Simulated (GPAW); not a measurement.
# TiC (Fm-3m) in GPAW: convergence with bands over the usual count

Aim: find how far bands over the usual count must go before the results for TiC settle, at RPBE. This setting moves, with any that are tied to it; all else stays.

Program: GPAW 26.7.0. These are calculated values, not measurements. Logs are shortened: lines on timing, memory, paths and dates and some standing lists are left out, and cuts for length are marked. The log counts tension as positive stress, the text compression.

## Step 1: The crystal as given

The structure is cubic, space group Fm-3m (No. 225). The conventional cell has a = 4.331 Å, b = 4.331 Å, c = 4.331 Å, α = 90.00°, β = 90.00°, γ = 90.00°. Ti (site symmetry m-3m) has 6 C at 2.17 Å as nearest neighbours. Around C (site symmetry m-3m) lie 6 Ti at 2.17 Å.

The cell is a database's computed one.

## Step 2: With bands over the usual count 0.72

run.py

```python
from ase.dft.bandgap import bandgap
from ase.io import read, write
from ase.units import GPa
from gpaw import GPAW, PW

atoms = read('TiC.xyz')

calc = GPAW(mode=PW(800),
            xc='RPBE',
            kpts={'size': (11, 11, 11), 'gamma': True},
            occupations={'name': 'fermi-dirac', 'width': 0.05},
            nbands=13,
            convergence={'density': 1e-05, 'energy': 1e-05},
            maxiter=100,
            txt='gpaw.txt')
atoms.calc = calc
energy = atoms.get_potential_energy()
forces = atoms.get_forces()
stress = atoms.get_stress()
calc.write('gs.gpw')
write('result.traj', atoms)
print(f'Energy: {energy:.6f} eV')
print('Forces (eV/A):')
print(forces.round(4))
print('Stress (GPa):', (stress / GPa).round(3))
print('Fermi level:', round(calc.get_fermi_level(), 4), 'eV')
print(f'Gap: {bandgap(calc)[0]:.4f} eV, direct: {bandgap(calc, direct=True)[0]:.4f} eV')
```

TiC.xyz

```xyz
2
Lattice="0.0000000000 2.1657188437 2.1657188437 2.1657188437 0.0000000000 2.1657188437 2.1657188437 2.1657188437 0.0000000000" Properties=species:S:1:pos:R:3 pbc="T T T"
Ti     0.0000000000      0.0000000000      0.0000000000
C      2.1657188437      2.1657188437      2.1657188437
```

Potentials or basis: the program's PAW data sets (release 1.2.1) made for this functional, pw.

Run with:

```console
$ OMP_NUM_THREADS=1 python run.py
```

gpaw.txt:

```text
__  _  _
 | _ |_)|_||  |
 |__||  | ||/\| - 26.7.0

Input parameters:
  mode=PW(ecut=800.0),
  convergence={'density': 1e-05, 'energy': 1e-05},
  kpts=MonkhorstPack(size=(11, 11, 11), gamma=True),
  maxiter=100,
  nbands=13,
  occupations=Occupations(name='fermi-dirac', width=0.05),
  xc=XC(name='RPBE')

Diagonalizing LCAO Hamiltonian
Converting LCAO to pw mode

              C

       Ti

Atoms  # Å, Bohr magnetons
|   | symbol |        x |        y |        z |    initial magnetic moments |
|---|--------|----------|----------|----------|-----------------------------|
| 0 |     Ti | 0.000000 | 0.000000 | 0.000000 | ( 0.0000,  0.0000,  0.0000) |
| 1 |      C | 2.165719 | 2.165719 | 2.165719 | ( 0.0000,  0.0000,  0.0000) |

Unit cell  # Å
| periodic |        x |        y |        z |  lengths |    angles |
|----------|----------|----------|----------|----------|-----------|
|      yes | 0.000000 | 2.165719 | 2.165719 | 3.062789 | 60.000000 |
|      yes | 2.165719 | 0.000000 | 2.165719 | 3.062789 | 60.000000 |
|      yes | 2.165719 | 2.165719 | 0.000000 | 3.062789 | 60.000000 |

Number of symmetries: 48
Symmetry operations  # r_c * U_cc + t_c -> r_c
|    | kind |            matrix            |
|----|------|------------------------------|
|  0 |  σ   |  1, 0, 0,  1, 0,-1,  1,-1, 0 |
|  1 |  C2  |  1, 0, 0,  1,-1, 0,  1, 0,-1 |
|  2 |  E   |  1, 0, 0,  0, 1, 0,  0, 0, 1 |
|  3 |  σ   |  1, 0, 0,  0, 0, 1,  0, 1, 0 |
|  4 |  C4  |  1, 0,-1,  1, 0, 0,  1,-1, 0 |
|  5 |  S6  |  1, 0,-1,  1,-1, 0,  1, 0, 0 |
|  6 |  σ   |  1, 0,-1,  0, 1,-1,  0, 0,-1 |
|  7 |  C3  |  1, 0,-1,  0, 0,-1,  0, 1,-1 |
|  8 |  S6  |  1,-1, 0,  1, 0, 0,  1, 0,-1 |
|  9 |  C4  |  1,-1, 0,  1, 0,-1,  1, 0, 0 |
| 10 |  C3  |  1,-1, 0,  0,-1, 1,  0,-1, 0 |
| 11 |  σ   |  1,-1, 0,  0,-1, 0,  0,-1, 1 |
| 12 |  σ   |  0, 1, 0,  1, 0, 0,  0, 0, 1 |
| 13 |  C4  |  0, 1, 0,  0, 1,-1, -1, 1, 0 |
| 14 |  C3  |  0, 1, 0,  0, 0, 1,  1, 0, 0 |
| 15 |  S6  |  0, 1, 0, -1, 1, 0,  0, 1,-1 |
| 16 |  C2  |  0, 1,-1,  1, 0,-1,  0, 0,-1 |
| 17 |  σ   |  0, 1,-1,  0, 1, 0, -1, 1, 0 |
| 18 |  S4  |  0, 1,-1,  0, 0,-1,  1, 0,-1 |
| 19 |  C4  |  0, 1,-1, -1, 1, 0,  0, 1, 0 |
| 20 |  C3  |  0, 0, 1,  1, 0, 0,  0, 1, 0 |
| 21 |  σ   |  0, 0, 1,  0, 1, 0,  1, 0, 0 |
| 22 |  S6  |  0, 0, 1,  0,-1, 1, -1, 0, 1 |
| 23 |  C4  |  0, 0, 1, -1, 0, 1,  0,-1, 1 |
| 24 |  S4  |  0, 0,-1,  1, 0,-1,  0, 1,-1 |
| 25 |  C3  |  0, 0,-1,  0, 1,-1,  1, 0,-1 |
| 26 |  C2  |  0, 0,-1,  0,-1, 0, -1, 0, 0 |
| 27 |  S6  |  0, 0,-1, -1, 0, 0,  0,-1, 0 |
| 28 |  S4  |  0,-1, 1,  1,-1, 0,  0,-1, 0 |
| 29 |  C4  |  0,-1, 1,  0, 0, 1, -1, 0, 1 |
| 30 |  C2  |  0,-1, 1,  0,-1, 0,  1,-1, 0 |
| 31 |  σ   |  0,-1, 1, -1, 0, 1,  0, 0, 1 |
| 32 |  C3  |  0,-1, 0,  1,-1, 0,  0,-1, 1 |
| 33 |  S6  |  0,-1, 0,  0, 0,-1, -1, 0, 0 |
| 34 |  S4  |  0,-1, 0,  0,-1, 1,  1,-1, 0 |
| 35 |  C2  |  0,-1, 0, -1, 0, 0,  0, 0,-1 |
| 36 |  C2  | -1, 1, 0,  0, 1, 0,  0, 1,-1 |
| 37 |  S6  | -1, 1, 0,  0, 1,-1,  0, 1, 0 |
| 38 |  S4  | -1, 1, 0, -1, 0, 1, -1, 0, 0 |
| 39 |  C3  | -1, 1, 0, -1, 0, 0, -1, 0, 1 |
| 40 |  S6  | -1, 0, 1,  0, 0, 1,  0,-1, 1 |
| 41 |  C2  | -1, 0, 1,  0,-1, 1,  0, 0, 1 |
| 42 |  C3  | -1, 0, 1, -1, 1, 0, -1, 0, 0 |
| 43 |  S4  | -1, 0, 1, -1, 0, 0, -1, 1, 0 |
| 44 |  C2  | -1, 0, 0,  0, 0,-1,  0,-1, 0 |
| 45 |  i   | -1, 0, 0,  0,-1, 0,  0, 0,-1 |
| 46 |  σ   | -1, 0, 0, -1, 1, 0, -1, 0, 1 |
| 47 |  C2  | -1, 0, 0, -1, 0, 1, -1, 1, 0 |

BZ-sampling:
  Number of BZ points: 1331
  Number of IBZ points: 56

  Monkhorst-Pack size: [11, 11, 11]
  Monkhorst-Pack shift: [0, 0, 0]

K-points  # in reciprocal-cell coordinates
|     |                                coordinates |     weight |
|-----|--------------------------------------------|------------|
|   0 | (  0.00000000,   0.00000000,   0.00000000) | 0.00075131 |
|   1 | (  0.09090909,   0.09090909,   0.00000000) | 0.00450789 |
|   2 | (  0.09090909,   0.09090909,   0.09090909) | 0.00601052 |
|   3 | (  0.18181818,   0.09090909,   0.09090909) | 0.00901578 |
|   4 | (  0.18181818,   0.18181818,   0.00000000) | 0.00450789 |
|   5 | (  0.18181818,   0.18181818,   0.09090909) | 0.01803156 |
|   6 | (  0.18181818,   0.18181818,   0.18181818) | 0.00601052 |
|   7 | (  0.27272727,   0.18181818,   0.09090909) | 0.01803156 |
|   8 | (  0.27272727,   0.18181818,   0.18181818) | 0.01803156 |
|   9 | (  0.27272727,   0.27272727,   0.00000000) | 0.00450789 |
| ... |                                            |            |
|  55 | (  0.45454545,   0.45454545,   0.45454545) | 0.00601052 |

Plane wave coefficients: 1054
Cutoff: 800.0 eV

Spin-components: 1 (collinear spins)
Bands:           13
Projectors:      11
Spin-degeneracy: 2
Datatype:        complex128

Parallelization:
  kpt:    1
  domain: 1
  band:   1

Density:
  Valence electrons: 16.0
  Components: 1
  Grid points: [20 20 20]
  Charge: 0.0  # |e|

Potential:
  Grid points: [20 20 20]

species:
  Ti:
    name:    Titanium
    Z:       22.0
    valence: 12
    core:    10
    charge:  0.0  # [|e|]
    compensation charges:
      type: gauss
      rc: 0.38  # [Å]
      lmax: 2
    cutoffs:
      filter: 2.23  # [Å]
      core: 1.02  # [Å]
    projectors
    | kind |    occ | energy [eV] | rcut [Å] |
    |------|--------|-------------|----------|
    |   3s |  2.000 |     -62.726 |    1.270 |
    |   4s |  2.000 |      -4.420 |    1.270 |
    |   3p |  6.000 |     -38.898 |    1.058 |
    |   4p |  0.000 |      -1.472 |    1.058 |
    |   3d |  2.000 |      -4.207 |    1.058 |
    |    d |        |      23.004 |    1.058 |

    Using partial waves for Ti as LCAO basis

  C:
    name:    Carbon
    Z:       6.0
    valence: 4
    core:    2
    charge:  0.0  # [|e|]
    compensation charges:
      type: gauss
      rc: 0.20  # [Å]
      lmax: 2
    cutoffs:
      filter: 1.14  # [Å]
      core: 1.14  # [Å]
    projectors
    | kind |    occ | energy [eV] | rcut [Å] |
    |------|--------|-------------|----------|
    |   2s |  2.000 |     -13.815 |    0.635 |
    |   2p |  2.000 |      -5.254 |    0.635 |
    |    s |        |      13.396 |    0.635 |
    |    p |        |      21.957 |    0.635 |
    |    d |        |       0.000 |    0.635 |

    Using partial waves for C as LCAO basis

Reference energy: -24258.137891  # eV

eigensolver:
  PPCG
  Converge bands: occupied
  niter=2

density mixing:
  MSR1-Mixer
  Pratt-step length: 0.05
  Maximum mixing coefficient: 0.75
  Old densities: 10
  SVD Regularization: 0.005
  Good broyden scale: 1.0
  Trust region scale: 1.0
  Backstep threshold: 4.0
  History deletion threshold: 6.0
  Fourier metric: weight=20.0, sigma=0.015

occupation numbers:
  Fermi-Dirac:
    width: 0.0500  # eV

poisson solver:
  ecut: 6400.0  # eV

xc functional:
  name: RPBE with 2 nearest neighbor stencil

convergence criteria:
- Maximum integral of absolute [dens]ity change: 1e-05 electrons / valence electron
- Maximum [total energy] change in last 3 cyles: 1e-05 eV / valence electron
- Maximum integral of absolute [eigenst]ate change: 4e-08 eV^2 / valence electron
maximum number of iterations: 100

SCF iterations
|iter     | |      energy | eigst |  dens |
|---------|-|-------------|-------|-------|
|iter:   1| |  -18.947552 | -0.26 |       |
|iter:   2| |  -18.093705 | -1.71 | -0.79 |
|iter:   3| |  -16.657835 | -0.65 | -0.87 |
|iter:   4| |  -16.640094 | -2.14 | -1.57 |
|iter:   5| |  -16.654102 | -2.97 | -1.80 |
|iter:   6| |  -16.653897 | -3.57 | -2.39 |
|iter:   7| |  -16.653906 | -5.72 | -3.31 |
|iter:   8| |  -16.653908c| -6.18 | -3.64 |
|iter:   9| |  -16.653908c| -7.52c| -4.93 |
|iter:  10| |  -16.653908c| -7.97c| -5.40c|

Converged in 10 steps
Energy contributions relative to reference atoms: (reference = -24258.137891)

Energy contributions:
  Kinetic:          16.963733
  Coulomb:         -18.182022
  Zero:              0.126241
  External:          0.000000
  Xc:              -15.560697
  Entropy:          -0.002327
  Spinorbit:         0.000000
  ----------------------------
  Free energy:     -16.655072
  Extrapolated:    -16.653908

dipole moment: (-13.827280, -13.827280, -13.827280)  # |e|*Ang

Fermi level: 10.380
Eigenvalues  # (at kpt = [0.000, 0.000, 0.000])
| band index |      eig [eV] | occ [0-2] |
|------------|---------------|-----------|
|          0 |       -46.392 |     2.000 |
|          1 |       -22.366 |     2.000 |
|          2 |       -22.366 |     2.000 |
|          3 |       -22.366 |     2.000 |
|          4 |        -2.139 |     2.000 |
|          5 |        11.032 |     0.000 |
|          6 |        11.032 |     0.000 |
|          7 |        11.032 |     0.000 |
|          8 |        11.983 |     0.000 |
|          9 |        11.983 |     0.000 |
|         10 |        11.983 |     0.000 |
|         11 |        12.037 |     0.000 |
|         12 |        12.037 |     0.000 |

No gap
No difference between direct/indirect transitions

Forces  # eV/Ang
|        x |       y |        z |
|----------|---------|----------|
| -0.00000 | 0.00000 |  0.00000 |  # Ti   0
| -0.00000 | 0.00000 | -0.00000 |  # C    1

Stress tensor  # eV/Ang^3
|         x |         y |         z |
|-----------|-----------|-----------|
| -0.035022 | -0.000000 | -0.000000 |
| -0.000000 | -0.035022 | -0.000000 |
| -0.000000 | -0.000000 | -0.035022 |

# Writing to gs.gpw (mode='')
```

It took 11 s on 1 thread of Arm Neoverse V2, shared host; peak memory 0.16 GiB.

What came out:

| Quantity | Value |
| --- | --- |
| Free energy | -16.6551 eV |
| Pressure | 5.6 GPa |
| Band gap on the k mesh | none (metal or under the smearing width) |

## Step 3: With bands over the usual count 0.8

run.py: that of step 2 with these lines changed.

```diff
@@ -11,3 +11,3 @@
             occupations={'name': 'fermi-dirac', 'width': 0.05},
-            nbands=13,
+            nbands=14,
             convergence={'density': 1e-05, 'energy': 1e-05},
```

TiC.xyz is that of step 2.

Potentials or basis: the program's PAW data sets (release 1.2.1) made for this functional, pw.

Run with:

```console
$ OMP_NUM_THREADS=1 python run.py
```

It took 12 s on 1 thread of Arm Neoverse V2, shared host; peak memory 0.16 GiB.

It converged, with:

* Free energy: -16.6551 eV
* Pressure: 5.6 GPa
* Band gap on the k mesh: none (metal or under the smearing width)

## Step 4: With bands over the usual count 0.9

run.py: that of step 3 with these lines changed.

```diff
@@ -11,3 +11,3 @@
             occupations={'name': 'fermi-dirac', 'width': 0.05},
-            nbands=14,
+            nbands=16,
             convergence={'density': 1e-05, 'energy': 1e-05},
```

TiC.xyz is that of step 3.

Run with:

```console
$ OMP_NUM_THREADS=1 python run.py
```

It took 13 s on 1 thread of Arm Neoverse V2, shared host; peak memory 0.16 GiB.

The run converged. Its results:

```yaml
Free_energy: -16.6551 eV
Pressure: 5.6 GPa
Band_gap_on_the_k_mesh: none (metal or under the smearing width)
```

## Step 5: With bands over the usual count 1

run.py: that of step 4 with these lines changed.

```diff
@@ -11,3 +11,3 @@
             occupations={'name': 'fermi-dirac', 'width': 0.05},
-            nbands=16,
+            nbands=18,
             convergence={'density': 1e-05, 'energy': 1e-05},
```

TiC.xyz is that of step 4.

Run with:

```console
$ OMP_NUM_THREADS=1 python run.py
```

Wall time 14 s (1 thread of Arm Neoverse V2, shared host); peak memory 0.16 GiB.

Results (log left out):

| Item | Value |
| --- | --- |
| Free energy | -16.6551 eV |
| Pressure | 5.6 GPa |
| Band gap on the k mesh | none (metal or under the smearing width) |

## Step 6: With bands over the usual count 1.3

run.py: that of step 5 with these lines changed.

```diff
@@ -11,3 +11,3 @@
             occupations={'name': 'fermi-dirac', 'width': 0.05},
-            nbands=18,
+            nbands=23,
             convergence={'density': 1e-05, 'energy': 1e-05},
```

TiC.xyz is that of step 5.

Potentials or basis: the program's PAW data sets (release 1.2.1) made for this functional, pw.

Run with:

```console
$ OMP_NUM_THREADS=1 python run.py
```

It took 18 s on 1 thread of Arm Neoverse V2, shared host; peak memory 0.16 GiB.

Results (log left out):

```yaml
Free_energy: -16.6551 eV
Pressure: 5.6 GPa
Band_gap_on_the_k_mesh: none (metal or under the smearing width)
```

## Step 7: With bands over the usual count 1.7

run.py: that of step 6 with these lines changed.

```diff
@@ -11,3 +11,3 @@
             occupations={'name': 'fermi-dirac', 'width': 0.05},
-            nbands=23,
+            nbands=30,
             convergence={'density': 1e-05, 'energy': 1e-05},
```

TiC.xyz is that of step 6.

Run with:

```console
$ OMP_NUM_THREADS=1 python run.py
```

Wall time 24 s (1 thread of Arm Neoverse V2, shared host); peak memory 0.17 GiB.

The run converged. Its results:

| Item | Value |
| --- | --- |
| Free energy | -16.6551 eV |
| Pressure | 5.6 GPa |
| Band gap on the k mesh | none (metal or under the smearing width) |

## Step 8: With bands over the usual count 2.5

run.py: that of step 7 with these lines changed.

```diff
@@ -11,3 +11,3 @@
             occupations={'name': 'fermi-dirac', 'width': 0.05},
-            nbands=30,
+            nbands=44,
             convergence={'density': 1e-05, 'energy': 1e-05},
```

TiC.xyz is that of step 7.

Run with:

```console
$ OMP_NUM_THREADS=1 python run.py
```

It took 33 s on 1 thread of Arm Neoverse V2, shared host; peak memory 0.18 GiB.

Results (log left out):

```
Free energy            : -16.6551 eV
Pressure               : 5.6 GPa
Band gap on the k mesh : none (metal or under the smearing width)
```

## Step 9: Result

```csv
bands over the usual count,"energy less the tightest run, at zero smearing (meV/atom)",SCF cycles,CPU time (s),peak memory (GiB)
0.72,0.00,10,11,0.16
0.8,0.00,10,12,0.16
0.9,0.00,10,13,0.16
1,0.00,10,14,0.16
1.3,0.00,10,18,0.16
1.7,0.00,10,24,0.17
2.5,0.00,10,33,0.18
```

Against the tightest run, the energy stays within 1 meV/atom from 0.72 on. The tightest run that finished is the yardstick and may itself not be fully converged.
